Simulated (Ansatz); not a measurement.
# Understanding CdS from first principles

**The experiment.** The Crystallography Open Database holds a cell as deposited of hexagonal CdS (space group P6_3mc), temperature not stated (1993, doi:10.1103/PhysRevB.48.4335): a, c = 4.137, 6.714 Å, 24.88 Å³/atom.

From “Isotope dependence of band-gap energy”, 2008, arxiv:0807.2152, for a bulk crystal of CdS: band gap 2.5809 ± 0.0002 eV.

Computed with Ansatz (plane waves, PAW, 500 eV cutoff): r²SCAN, scalar-relativistic, no spin polarisation, 6×6×4 k-mesh, Gaussian smearing of 0.05 eV; PAW files: Ansatz's generated set soft_2.

The chain of runs began from a cell as deposited in COD, expanded in volume.

The relaxed structure (symmetry read at 0.01 Å). Symmetry: P6_3mc, No. 186, hexagonal system. Conventional cell: a = 4.165 Å, b = 4.165 Å, c = 6.763 Å, α = 90.00°, β = 90.00°, γ = 120.00°. Cd (site symmetry 3m) has 4 S at 2.54 to 2.55 Å as nearest neighbours. S (site symmetry 3m) has 4 Cd at 2.54 to 2.55 Å as nearest neighbours. (Neighbours are counted to 15 % beyond the shortest distance.)

Results at this level of theory:

```
Volume                                                : 25.40 Å³/atom
Band gap                                              : 1.63 eV
Smallest direct gap                                   : 1.63 eV
Bader charges                                         : Cd 0.95; S -0.95 e
Formation energy from the elements (0 K, uncorrected) : -0.81 eV/atom
```

Should it be a metal or an insulator?

Formal charges Cd²⁺, S²⁻ balance and leave closed shells on every ion, so a band insulator is expected, and the gap is 1.63 eV.

What kind of gap is it?

It is direct, 1.63 eV. Within 0.6 eV of the edges the projected states are 93 % S 3p at the top of the valence band and 65 % Cd 5s at the bottom of the conduction band. The lowest excitation takes an electron from S back to Cd, as in polar semiconductors.

Shannon's ionic radii give a check on the bond lengths: Cd²⁺ with 4 neighbours 0.78 Å + S²⁻ 1.84 Å (six-fold value) = 2.62 Å against a computed mean of 2.55 Å. Sums and bonds agree within 3 %, so ion sizes set the bond lengths.

How ionic is it?

Bader charges against formal ones: Cd +0.95 (+2), S −0.95 (−2). The cations give up 47 % of the formal charge; Bader charges stay under formal ones because the anions' density reaches into the cations' basins, the more so the higher the formal charge and the softer the anion.

**Comparison.** The computed cell (4.165, 6.763 Å, 25.40 Å³/atom) differs from the database's by +2.1 % in volume, about +0.7 % in length. The static lattice lacks zero-point motion and thermal expansion, so this level's own overestimate is larger than the figure. A measured gap of CdS is 2.5809 eV (quoted in “Isotope dependence of band-gap energy”, 2008, arxiv:0807.2152); the calculated 1.63 eV misses it by -0.95 eV. 2 values of this kind are on record (2.44 to 2.5809 eV); this one was drawn at random, those with a stated uncertainty first. Kohn–Sham gaps of semilocal functionals mostly fall below measured ones. Temperature and excitons aren't in the calculation.

Kohn–Sham gaps of semilocal functionals lie under measured ones, often by a third or more.
